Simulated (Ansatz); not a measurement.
Runs of Ansatz 0.2.0 on NiO. Symmetry: Fm-3m, No. 225, cubic system. The conventional cell has a = 4.172 Å, b = 4.172 Å, c = 4.172 Å, α = 90.00°, β = 90.00°, γ = 90.00°. Ni (site symmetry m-3m) has 6 O at 2.09 Å as nearest neighbours. O (site symmetry m-3m) is surrounded by 6 Ni at 2.09 Å. 

```tsv
task	level	potentials or basis	cell	cutoff (eV)	points for each segment of the path	gap on the mesh (eV)	pressure (GPa)	moment (μB)	relaxed volume (Å³/atom)
relaxation of cell and atoms	r2SCAN+D3(BJ)	Ansatz PAW	relaxed	500	-	(d)	0.0	2.00	9.12
relaxation of cell and atoms	rPW86-PBE	Ansatz PAW	relaxed	420	-	-	0.0	(a)	(b)
band structure	revPBE	Ansatz PAW	as given	420	14	none	11.2	1.80	-
band structure	PBE	Ansatz PAW	as given	420	14	none	(c)	1.73	-
relaxation of cell and atoms	PBE	Ansatz PAW	relaxed	420	-	-	0.0	1.81	9.37
```

Alike in all rows: spin collinear, ferromagnetic start; k mesh 11 × 11 × 11; smearing fermi-dirac 0.05 eV.

Fill in the values left out.

(a) 1.90; (b) 9.83; (c) 5.7; (d) 0.84.

Caveats: a cell with one magnetic atom can't hold antiferromagnetic order, which such compounds often take; the plane-wave basis is chosen anew once the cell has moved, so the energies of steps on either side of that aren't comparable (some runs); the PAW data sets come from PBE, with cores solved anew for the run's functional, which leaves a small shift of forces and pressure (some runs); semilocal functionals often make such compounds metallic where correlation or magnetic order opens a gap, which also shifts bond lengths (some runs); the magnetic or orbital state may not be the lowest (some runs); odd divisions of the mesh miss points on the zone boundary, where band edges often lie, so the gap on the mesh can be too wide (some runs); the dispersion damping was fitted for another functional or another form of the correction (some runs).

A k mesh can miss the band edges.

A gap of «none» marks a metal or a gap under the smearing width.
